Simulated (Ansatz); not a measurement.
# AlN (rocksalt type): from bands to localised orbitals

Where do the localised orbitals of AlN (rocksalt type) sit, how far are they spread, and how do the settings change that? The runs, in order: PBE, anion s p, 8×8×8; PBE, anion s p, 6×6×6; PBE, anion s p, 10×10×10; PBE, anion p, 8×8×8; r2SCAN, anion s p, 8×8×8; r2SCAN, anion p, 8×8×8; HSE06, anion s p, 8×8×8 (level, trial orbitals, Wannier mesh).

Program: Ansatz 0.2.0. Level of theory: plane waves, PAW. These are calculated values, not measurements.

4 further runs of the same task are left out: 4 that didn't finish. Runs told in other sessions of the task aren't counted.

## Step 1: Starting point

Symmetry: Fm-3m, No. 225, cubic system. Conventional cell: a = 4.038 Å, b = 4.038 Å, c = 4.038 Å, α = 90.00°, β = 90.00°, γ = 90.00°. Al (site symmetry m-3m) has 6 N at 2.02 Å in its first shell of neighbours. N (site symmetry m-3m) is surrounded by 6 Al at 2.02 Å.

Coordinates:

```
Al N
1.0
     0.00000    2.01887    2.01887
     2.01887    0.00000    2.01887
     2.01887    2.01887    0.00000
Al N
1 1
Direct
  0.00000 0.00000 0.00000
  0.50000 0.50000 0.50000
```

The cell was relaxed beforehand with r2SCAN; those runs aren't shown.

## Step 2: PBE, anion s p, 8×8×8

The input, input.yaml:

```yaml
crystal:
  lattice:
    - [0.0, 2.0188684454, 2.0188684454]
    - [2.0188684454, 0.0, 2.0188684454]
    - [2.0188684454, 2.0188684454, 0.0]
  atoms:
    - { symbol: Al, position: [0.0, 0.0, 0.0] }
    - { symbol: "N", position: [0.5, 0.5, 0.5] }
kpoints:
  mp_grid: { grid: [8, 8, 8] }
  band_path:
    path:
      - [[0.0, 0.0, 0.0], [0.5, 4.588618956548e-34, 0.5], [0.625, 0.25, 0.625]]
      - [[0.375, 0.375, 0.75], [0.0, 0.0, 0.0], [0.5, 0.5, 0.5], [0.5, 0.25, 0.75], [0.5, 4.588618956548e-34, 0.5]]
    npoints: 10
hamiltonian:
  xc: pbe
scf:
  occupations: { method: fixed }
  n_extra_bands: 6
output:
  forces: false
  stress: false
  eigenvalues: true
  wannier:
    kmesh: [8, 8, 8]
    projections: [{ species: "N", l: s, shell: 2 }, { species: "N", l: p, shell: 2 }]
    minimise: true
    write_hr: true
    conv_tol: 1.0e-08
    max_iter: 3000
```

The run is started by

```sh
ansatz run input.yaml --threads 4 --pin off --max-ram 3686MiB --backend cpu --events-out ev --progress --plain --runs-dir out
```

Output, cut to the lines that bear on the results:

```text
Warning: RAYON_NUM_THREADS=4 ignored (pool sized by the plan → 4); use --threads N
scf.n_extra_bands = 6 over 4 filled bands (N_el = 8.0): the run solves 10 bands
[...]
Pseudopotentials: kind: paw
Pseudopotential: Al, paw, valence charge 3, recommended cutoff 420 eV (normal), Al.paw.azcp
Pseudopotential: N, paw, valence charge 5, recommended cutoff 420 eV (normal), N.paw.azcp
Functional definition: PBE
[...]
Crystal: 2 atoms, lattice volume = 16.457 Å³
Basis set: ecut = 420 eV, 331 PW (Γ)
Bands: 10, of which v1, the nominal top of the filled ones, is band 4 counted from 1 (3 counted from 0)
Symmetry: 48 space group operations
Space group: Fm-3m (ITA 225), of the structure as read, at distance tolerance 2.5e-5 Å
k-points: 29 of 512
[...]
SCF iter   1: F=—  HF=-923.908139 eV  |F-HF|=—  |Δ(HF+E_count)|=         —  Δρ=1.30e-3  dr2=8.58e-5  ethr=1.77e-3  ⟨swp⟩=4.0  Hψ=1571  notcnv=0  defer=103
[...]
SCF iter   6: F=-923.908265 eV  HF=-923.908265 eV  |F-HF|=1.51e-11  |Δ(HF+E_count)|=   1.54e-9  Δρ=6.93e-7  dr2=5.32e-11  ethr=1.63e-11  ⟨swp⟩=5.9  Hψ=1639  notcnv=0
[...]
NSCF: frozen V_eff on 62 k-points
NSCF: frozen V_eff on 32 k-points
the Wannier pass solved 32 of the 512 points of its mesh, and has the states at the others by symmetry: states obtained by the crystal's operations at points that were solved too leave a residual of 1.35e-13 eV (read by the count's bands and the next), within 5.56e-6 eV
SCF converged after 6 iterations
Free energy (F): -923.908265 eV
[...]
E sigma→0 (E₀):  -923.908265 eV
Fermi energy:    11.288174 eV
[...]
--- Band table (eV; the first three rows and the last of 29) ---
  k-point 0: bands = ["-6.2861", "11.2882", "11.2882", "11.2882", "17.0143", "23.4102", "23.4102", "23.4102", "28.6316", "28.9776"]
[...]
Wannier search: line search 1 of at most 3000: gauge-dependent spread (as the search counts it) 1.3927745 Å², largest recent change 1.1e-1 Å² and fall left 2.7e-5 Å² against conv_tol 1.0e-8 Å², 0 stops escaped
```

Wall time 0.78 s (4 threads of Arm Neoverse V1, shared host); peak memory 0.24 GiB.

wannier.win, as written (k points left out):

```
! ansatz wannier90 interface
! projections by site (counted from 0) and shell: 1 2S, 1 2P
! states of the run's bands (counted from 1): 1-4
! their least projectability: 0.8974
num_bands = 4
num_wann  = 4
num_iter  = 2000
conv_tol = 1e-8
conv_window = 5
guiding_centres = true
write_hr = true

begin unit_cell_cart
Ang
  0.0  2.0188684454  2.0188684454
  2.0188684454  0.0  2.0188684454
  2.0188684454  2.0188684454  0.0
end unit_cell_cart

begin atoms_frac
Al  0.0  0.0  0.0
N  0.5  0.5  0.5
end atoms_frac

mp_grid = 8 8 8
```

wannier.win names the bands that the functions span: 1-4 (counted from 1; 4 are filled).

The head of wannier.spreads.toml:

```toml
omega_i_ang2 = 3.0654275372363173
omega_d_ang2 = 0.00015063638908154408
omega_od_ang2 = 0.7104294351188574
omega_total_ang2 = 3.7760076087442562
least_projectability = 0.8973740929818347
b_vectors_match_mmn = true
n_iter = 34
converged = true
rejected_fitted_steps = 2
```

The functions (centres in Å, on-site energies from the top of the filled bands):

```csv
n,x,y,z,spread (Å²),on-site (eV),nearest atoms,distance (Å)
1,1.776,2.262,1.776,0.944,-6.385,N2,0.42
2,2.262,1.776,1.776,0.944,-6.385,N2,0.42
3,2.262,2.262,2.262,0.944,-6.385,N2,0.42
4,1.776,1.776,2.262,0.944,-6.385,N2,0.42
```

The largest hoppings ⟨m, 0|H|n, R⟩, one of each Hermitian pair (signs follow the phases of the functions):

```csv
m,n,R,distance (Å),t (eV)
1,2,0 0 0,0.69,-2.617
1,3,0 0 0,0.69,2.617
2,3,0 0 0,0.69,2.617
1,4,0 0 0,0.69,2.617
2,4,0 0 0,0.69,2.617
3,4,0 0 0,0.69,-2.617
1,2,1 -1 0,2.17,-0.988
4,1,0 1 -1,2.17,0.988
```

Interpolated bands at the corners of the path, eV from the top of the filled bands:

```csv
point,e1,e2,e3,e4
Γ,-17.57,0.00,0.00,0.00
X,-13.33,-7.40,-2.80,-2.80
U,-13.30,-6.54,-5.47,-2.30
K,-13.30,-6.54,-5.47,-2.30
Γ,-17.57,0.00,0.00,0.00
L,-14.30,-8.32,-1.09,-1.09
W,-13.16,-5.72,-5.72,-3.92
X,-13.33,-7.40,-2.80,-2.80
```

Along the path each interpolated band stays within 0.00, 0.01, 0.01, 0.00 eV of the nearest computed level, from the lowest band up.

## Step 3: PBE, anion s p, 6×6×6

input.yaml: that of step 2 with these lines changed.

```diff
@@ -25,3 +25,3 @@
   wannier:
-    kmesh: [8, 8, 8]
+    kmesh: [6, 6, 6]
     projections: [{ species: "N", l: s, shell: 2 }, { species: "N", l: p, shell: 2 }]
```

The run is started by

```sh
ansatz run input.yaml --threads 4 --pin off --max-ram 3686MiB --backend cpu --events-out ev --progress --plain --runs-dir out
```

Output, cut to the lines that bear on the results:

```text
Warning: RAYON_NUM_THREADS=4 ignored (pool sized by the plan → 4); use --threads N
scf.n_extra_bands = 6 over 4 filled bands (N_el = 8.0): the run solves 10 bands
[...]
[... 4 set-up lines as earlier in the session ...]
[...]
Crystal: 2 atoms, lattice volume = 16.457 Å³
Basis set: ecut = 420 eV, 331 PW (Γ)
Bands: 10, of which v1, the nominal top of the filled ones, is band 4 counted from 1 (3 counted from 0)
[... 2 set-up lines as earlier in the session ...]
k-points: 29 of 512
[...]
SCF iter   1: F=—  HF=-923.908139 eV  |F-HF|=—  |Δ(HF+E_count)|=         —  Δρ=1.30e-3  dr2=8.58e-5  ethr=1.77e-3  ⟨swp⟩=4.0  Hψ=1571  notcnv=0  defer=103
[...]
SCF iter   6: F=-923.908265 eV  HF=-923.908265 eV  |F-HF|=1.51e-11  |Δ(HF+E_count)|=   1.54e-9  Δρ=6.93e-7  dr2=5.32e-11  ethr=1.63e-11  ⟨swp⟩=5.9  Hψ=1639  notcnv=0
[...]
NSCF: frozen V_eff on 62 k-points
NSCF: frozen V_eff on 19 k-points
the Wannier pass solved 19 of the 216 points of its mesh, and has the states at the others by symmetry: states obtained by the crystal's operations at points that were solved too leave a residual of 3.77e-13 eV (read by the count's bands and the next), within 4.17e-6 eV
SCF converged after 6 iterations
Free energy (F): -923.908265 eV
[...]
E sigma→0 (E₀):  -923.908265 eV
Fermi energy:    11.288174 eV
[...]
--- Band table (eV; the first three rows and the last of 29) ---
  k-point 0: bands = ["-6.2861", "11.2882", "11.2882", "11.2882", "17.0143", "23.4102", "23.4102", "23.4102", "28.6316", "28.9776"]
[...]
Wannier search: line search 1 of at most 3000: gauge-dependent spread (as the search counts it) 1.3756037 Å², largest recent change 9.5e-2 Å² and fall left 7.5e-5 Å² against conv_tol 1.0e-8 Å², 0 stops escaped
```

Run time: 0.58 s. Hardware: 4 threads of Arm Neoverse V1, shared host; peak memory 0.23 GiB.

wannier.win names the bands that the functions span: 1-4 (counted from 1; 4 are filled).

The head of wannier.spreads.toml:

```toml
omega_i_ang2 = 2.945558826822584
omega_d_ang2 = 0.00022190454579163434
omega_od_ang2 = 0.7061301391535726
omega_total_ang2 = 3.651910870521948
least_projectability = 0.9033530706243547
b_vectors_match_mmn = true
n_iter = 36
converged = true
rejected_fitted_steps = 0
```

The functions (centres in Å, on-site energies from the top of the filled bands):

```csv
n,x,y,z,spread (Å²),on-site (eV),nearest atoms,distance (Å)
1,1.774,2.264,2.264,0.913,-6.384,N2,0.42
2,2.264,1.774,2.264,0.913,-6.384,N2,0.42
3,1.774,1.774,1.774,0.913,-6.384,N2,0.42
4,2.264,2.264,1.774,0.913,-6.384,N2,0.42
```

Along the path each interpolated band stays within 0.01, 0.06, 0.03, 0.04 eV of the nearest computed level, from the lowest band up.

## Step 4: PBE, anion s p, 10×10×10

input.yaml: that of step 3 with these lines changed.

```diff
@@ -25,3 +25,3 @@
   wannier:
-    kmesh: [6, 6, 6]
+    kmesh: [10, 10, 10]
     projections: [{ species: "N", l: s, shell: 2 }, { species: "N", l: p, shell: 2 }]
```

The run is started by

```sh
ansatz run input.yaml --threads 4 --pin off --max-ram 3686MiB --backend cpu --events-out ev --progress --plain --runs-dir out
```

Output, cut to the lines that bear on the results:

```text
Warning: RAYON_NUM_THREADS=4 ignored (pool sized by the plan → 4); use --threads N
scf.n_extra_bands = 6 over 4 filled bands (N_el = 8.0): the run solves 10 bands
[...]
[... 4 set-up lines as earlier in the session ...]
[...]
Crystal: 2 atoms, lattice volume = 16.457 Å³
Basis set: ecut = 420 eV, 331 PW (Γ)
Bands: 10, of which v1, the nominal top of the filled ones, is band 4 counted from 1 (3 counted from 0)
[... 2 set-up lines as earlier in the session ...]
k-points: 29 of 512
[...]
SCF iter   1: F=—  HF=-923.908139 eV  |F-HF|=—  |Δ(HF+E_count)|=         —  Δρ=1.30e-3  dr2=8.58e-5  ethr=1.77e-3  ⟨swp⟩=4.0  Hψ=1571  notcnv=0  defer=103
[...]
SCF iter   6: F=-923.908265 eV  HF=-923.908265 eV  |F-HF|=1.51e-11  |Δ(HF+E_count)|=   1.54e-9  Δρ=6.93e-7  dr2=5.32e-11  ethr=1.63e-11  ⟨swp⟩=5.9  Hψ=1639  notcnv=0
[...]
NSCF: frozen V_eff on 62 k-points
NSCF: frozen V_eff on 50 k-points
the Wannier pass solved 50 of the 1000 points of its mesh, and has the states at the others by symmetry: states obtained by the crystal's operations at points that were solved too leave a residual of 4.27e-13 eV (read by the count's bands and the next), within 4.76e-6 eV
SCF converged after 6 iterations
Free energy (F): -923.908265 eV
[...]
E sigma→0 (E₀):  -923.908265 eV
Fermi energy:    11.288174 eV
[...]
--- Band table (eV; the first three rows and the last of 29) ---
  k-point 0: bands = ["-6.2861", "11.2882", "11.2882", "11.2882", "17.0143", "23.4102", "23.4102", "23.4102", "28.6316", "28.9776"]
[...]
Wannier search: line search 1 of at most 3000: gauge-dependent spread (as the search counts it) 1.3992160 Å², largest recent change 1.2e-1 Å² and fall left 9.2e-6 Å² against conv_tol 1.0e-8 Å², 0 stops escaped
```

It took 1.2 s on 4 threads of Arm Neoverse V1, shared host; peak memory 0.26 GiB.

wannier.win names the bands that the functions span: 1-4 (counted from 1; 4 are filled).

The head of wannier.spreads.toml:

```toml
omega_i_ang2 = 3.124170507913817
omega_d_ang2 = 0.00013229272164696178
omega_od_ang2 = 0.7108163848150373
omega_total_ang2 = 3.8351191854505013
least_projectability = 0.8994205949491703
b_vectors_match_mmn = true
n_iter = 28
converged = true
rejected_fitted_steps = 0
```

The functions (centres in Å, on-site energies from the top of the filled bands):

```csv
n,x,y,z,spread (Å²),on-site (eV),nearest atoms,distance (Å)
1,1.776,1.776,1.776,0.959,-6.385,N2,0.42
2,2.262,1.776,2.262,0.959,-6.385,N2,0.42
3,1.776,2.262,2.262,0.959,-6.385,N2,0.42
4,2.262,2.262,1.776,0.959,-6.385,N2,0.42
```

Along the path each interpolated band stays within 0.00, 0.00, 0.00, 0.00 eV of the nearest computed level, from the lowest band up.

## Step 5: PBE, anion p, 8×8×8

input.yaml: that of step 4 with these lines changed.

```diff
@@ -25,4 +25,4 @@
   wannier:
-    kmesh: [10, 10, 10]
-    projections: [{ species: "N", l: s, shell: 2 }, { species: "N", l: p, shell: 2 }]
+    kmesh: [8, 8, 8]
+    projections: [{ species: "N", l: p, shell: 2 }]
     minimise: true
@@ -31 +31,5 @@
     max_iter: 3000
+  write_density: true
+  write_potential: true
+  elf: true
+  volumetric_format: npy
```

The run is started by

```sh
ansatz run input.yaml --threads 4 --pin off --max-ram 3686MiB --backend cpu --events-out ev --progress --plain --runs-dir out
```

Output, cut to the lines that bear on the results:

```text
Warning: RAYON_NUM_THREADS=4 ignored (pool sized by the plan → 4); use --threads N
scf.n_extra_bands = 6 over 4 filled bands (N_el = 8.0): the run solves 10 bands
[...]
[... 4 set-up lines as earlier in the session ...]
[...]
Crystal: 2 atoms, lattice volume = 16.457 Å³
Basis set: ecut = 420 eV, 331 PW (Γ)
Bands: 10, of which v1, the nominal top of the filled ones, is band 4 counted from 1 (3 counted from 0)
[... 2 set-up lines as earlier in the session ...]
k-points: 29 of 512
[...]
SCF iter   1: F=—  HF=-923.908139 eV  |F-HF|=—  |Δ(HF+E_count)|=         —  Δρ=1.30e-3  dr2=8.58e-5  ethr=1.77e-3  ⟨swp⟩=4.0  Hψ=1571  notcnv=0  defer=103
[...]
SCF iter   6: F=-923.908265 eV  HF=-923.908265 eV  |F-HF|=1.51e-11  |Δ(HF+E_count)|=   1.54e-9  Δρ=6.93e-7  dr2=5.32e-11  ethr=1.63e-11  ⟨swp⟩=5.9  Hψ=1639  notcnv=0
[...]
NSCF: frozen V_eff on 62 k-points
NSCF: frozen V_eff on 32 k-points
the Wannier pass solved 32 of the 512 points of its mesh, and has the states at the others by symmetry: states obtained by the crystal's operations at points that were solved too leave a residual of 1.35e-13 eV (read by the count's bands and the next), within 5.56e-6 eV
SCF converged after 6 iterations
Free energy (F): -923.908265 eV
[...]
E sigma→0 (E₀):  -923.908265 eV
Fermi energy:    11.288174 eV
[...]
--- Band table (eV; the first three rows and the last of 29) ---
  k-point 0: bands = ["-6.2861", "11.2882", "11.2882", "11.2882", "17.0143", "23.4102", "23.4102", "23.4102", "28.6316", "28.9776"]
[...]
Wannier search: line search 1 of at most 3000: gauge-dependent spread (as the search counts it) 0.0507428 Å², largest recent change 2.0e-4 Å² and fall left 1.4e-8 Å² against conv_tol 1.0e-8 Å², 0 stops escaped
```

Wall time 0.66 s (4 threads of Arm Neoverse V1, shared host); peak memory 0.25 GiB.

wannier.win names the bands that the functions span: 2-4 (counted from 1; 4 are filled).

The head of wannier.spreads.toml:

```toml
omega_i_ang2 = 3.9398720630074635
omega_d_ang2 = 0.000000000000000000000000024499590218764518
omega_od_ang2 = 0.03464600322821768
omega_total_ang2 = 3.974518066235681
least_projectability = 0.6888460843021074
b_vectors_match_mmn = true
n_iter = 19
converged = true
rejected_fitted_steps = 0
```

The functions (centres in Å, on-site energies from the top of the filled bands):

```csv
n,x,y,z,spread (Å²),on-site (eV),nearest atoms,distance (Å)
1,2.019,2.019,2.019,1.325,-3.664,N2,0.00
2,2.019,2.019,2.019,1.325,-3.664,N2,0.00
3,2.019,2.019,2.019,1.325,-3.664,N2,0.00
```

The largest hoppings ⟨m, 0|H|n, R⟩, one of each Hermitian pair (signs follow the phases of the functions):

```csv
m,n,R,distance (Å),t (eV)
3,3,1 -1 0,2.86,0.947
2,2,0 1 -1,2.86,0.947
1,1,0 1 0,2.86,0.947
2,3,1 0 -1,2.86,-0.561
3,2,1 0 -1,2.86,-0.561
3,1,1 0 0,2.86,0.561
1,3,1 0 0,2.86,0.561
2,1,0 0 1,2.86,0.561
```

Interpolated bands at the corners of the path, eV from the top of the filled bands:

```csv
point,e1,e2,e3
Γ,0.00,0.00,0.00
X,-7.40,-2.80,-2.80
U,-6.54,-5.47,-2.30
K,-6.54,-5.47,-2.30
Γ,0.00,0.00,0.00
L,-8.32,-1.09,-1.09
W,-5.72,-5.72,-3.92
X,-7.40,-2.80,-2.80
```

Along the path each interpolated band stays within 0.01, 0.01, 0.00 eV of the nearest computed level, from the lowest band up.

## Step 6: r2SCAN, anion s p, 8×8×8

input.yaml: that of step 5 with these lines changed.

```diff
@@ -16,3 +16,3 @@
 hamiltonian:
-  xc: pbe
+  xc: r2scan
 scf:
@@ -26,3 +26,3 @@
     kmesh: [8, 8, 8]
-    projections: [{ species: "N", l: p, shell: 2 }]
+    projections: [{ species: "N", l: s, shell: 2 }, { species: "N", l: p, shell: 2 }]
     minimise: true
@@ -31,5 +31 @@
     max_iter: 3000
-  write_density: true
-  write_potential: true
-  elf: true
-  volumetric_format: npy
```

The run is started by

```sh
ansatz run input.yaml --threads 4 --pin off --max-ram 3686MiB --backend cpu --events-out ev --progress --plain --runs-dir out
```

Output, cut to the lines that bear on the results:

```text
Warning: RAYON_NUM_THREADS=4 ignored (pool sized by the plan → 4); use --threads N
scf.n_extra_bands = 6 over 4 filled bands (N_el = 8.0): the run solves 10 bands
[...]
[... 1 set-up line as earlier in the session ...]
Pseudopotential: Al, paw, valence charge 3, recommended cutoff 500 eV (meta_gga), Al.paw.azcp
Pseudopotential: N, paw, valence charge 5, recommended cutoff 500 eV (meta_gga), N.paw.azcp
Functional definition: r2SCAN
[...]
Crystal: 2 atoms, lattice volume = 16.457 Å³
Basis set: ecut = 500 eV, 411 PW (Γ), exchange–correlation on 96×96×96 points (64 copies of the dense FFT grid, shifted against one another)
Bands: 10, of which v1, the nominal top of the filled ones, is band 4 counted from 1 (3 counted from 0)
[... 2 set-up lines as earlier in the session ...]
k-points: 29 of 512
[...]
SCF iter   6: F=-928.148337 eV  HF=-928.148337 eV  |F-HF|=1.17e-8  |Δ(HF+E_count)|=   2.22e-8  Δρ=1.41e-5  dr2=3.42e-8  dr2_τ=4.54e-10  ethr=1.25e-9  ⟨swp⟩=7.1  Hψ=1451  notcnv=0
[...]
NSCF: frozen V_eff on 62 k-points
NSCF: frozen V_eff on 32 k-points
the Wannier pass solved 32 of the 512 points of its mesh, and has the states at the others by symmetry: states obtained by the crystal's operations at points that were solved too leave a residual of 1.97e-13 eV (read by the count's bands and the next), within 5.56e-6 eV
SCF converged after 6 iterations
Free energy (F): -928.148337 eV
[...]
E sigma→0 (E₀):  -928.148337 eV
Fermi energy:    11.096483 eV
[...]
--- Band table (eV; the first three rows and the last of 29) ---
  k-point 0: bands = ["-7.3321", "11.0965", "11.0965", "11.0965", "17.6264", "24.0308", "24.0308", "24.0308", "29.6620", "29.6620"]
[...]
Wannier search: line search 1 of at most 3000: gauge-dependent spread (as the search counts it) 1.3691260 Å², largest recent change 1.1e-1 Å² and fall left 2.3e-5 Å² against conv_tol 1.0e-8 Å², 0 stops escaped
```

Run time: 1.2 s. Hardware: 4 threads of Arm Neoverse V1, shared host; peak memory 0.29 GiB.

wannier.win names the bands that the functions span: 1-4 (counted from 1; 4 are filled).

The head of wannier.spreads.toml:

```toml
omega_i_ang2 = 2.9590679959189714
omega_d_ang2 = 0.00012021495131312495
omega_od_ang2 = 0.6964475553450766
omega_total_ang2 = 3.655635766215361
least_projectability = 0.9077245105283709
b_vectors_match_mmn = true
n_iter = 34
converged = true
rejected_fitted_steps = 0
```

The functions (centres in Å, on-site energies from the top of the filled bands):

```csv
n,x,y,z,spread (Å²),on-site (eV),nearest atoms,distance (Å)
1,1.777,2.260,1.777,0.914,-6.666,N2,0.42
2,2.260,1.777,1.777,0.914,-6.666,N2,0.42
3,2.260,2.260,2.260,0.914,-6.666,N2,0.42
4,1.777,1.777,2.260,0.914,-6.666,N2,0.42
```

Along the path each interpolated band stays within 0.00, 0.01, 0.01, 0.00 eV of the nearest computed level, from the lowest band up.

[end of part 1 of 2]
